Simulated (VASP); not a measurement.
A run of VASP 6.6.1 is set up as follows.

INCAR

```
PREC = Accurate
ENCUT = 520
EDIFF = 1E-6
ISMEAR = 0
SIGMA = 0.15
LREAL = F
LASPH = T
NELM = 60
ALGO = Normal
ISIF = 2
LWAVE = F
LCHARG = T
GGA = PS
LELF = T
LVHAR = T
NBANDS = 18
```

File KPOINTS:

```
regular mesh
0
Gamma
  16 16 16
```

Contents of POSCAR:

```
ZnAu
1.0
    3.1470000000      0.0000000000      0.0000000000
    0.0000000000      3.1470000000      0.0000000000
    0.0000000000      0.0000000000      3.1470000000
Zn Au
1 1
Direct
    0.5000000000      0.5000000000      0.5000000000
    0.0000000000      0.0000000000      0.0000000000
```

Potentials or basis: VASP PAW PBE potentials, release 64 (Zn, Au).

Run with:

```bash
$ cat potpaw_PBE.64/Zn/POTCAR potpaw_PBE.64/Au/POTCAR > POTCAR
$ mpirun -np 1 vasp_std > vasp.out
```

Question: Estimate the pressure.

Answer: -2.3 GPa.

Question: What does it give for the band gap on the k mesh?

Answer: None (metal or under the smearing width).

Caveat: the PAW data sets were made with another functional, which shifts forces and pressure a little. The run has no spin-orbit coupling, so splittings on Au are missing.
